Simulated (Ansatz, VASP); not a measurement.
# Two plane-wave programs on HfO2

```
CELL_PARAMETERS angstrom
0.00000 2.59254 2.48884
2.59254 0.00000 2.48884
2.59254 2.59254 0.00000
ATOMIC_POSITIONS crystal
Hf 0.00000 0.00000 0.00000
O 0.25000 0.25000 0.25000
O 0.75000 0.75000 0.75000
```

Alike in both runs: task single point; functional r2SCAN; k mesh 8 × 8 × 8; occupations gaussian, width 0.05 eV; no spin polarisation.

```csv
,VASP,Ansatz
version,VASP 6.6.1,Ansatz 0.2.0
potentials or method,"VASP PAW PBE potentials, release 64 (Hf_pv, O)","scalar-relativistic, plane waves, PAW"
plane-wave cutoff (eV),520,500
valence electrons in the cell,22,38
```

Ansatz gave:

| Quantity | Value |
| --- | --- |
| gap on the k mesh at the Fermi level (eV) | 3.82 |
| least direct gap on the mesh (eV) | 3.88 |
| pressure (GPa) | -8.3 |
| largest component of the traceless stress (GPa) | 12.79 |

Problem. What did VASP give for the same quantities?

Solution. gap on the k mesh at the Fermi level (eV): 3.81; least direct gap on the mesh (eV): 3.88; pressure (GPa): -11.9; largest component of the traceless stress (GPa): 13.00.

With one functional, cell and mesh, what is left measures potentials, basis and numerics. The two sets of potentials don't hold the same shells in valence.

Caveats: the PAW data sets were made with another functional, which shifts forces and pressure a little (VASP); spin-orbit coupling is left out, which moves the levels of the heavy elements. r2SCAN opens gaps a little over a GGA but as a rule still falls short of measured ones. A k mesh can miss the band edges.
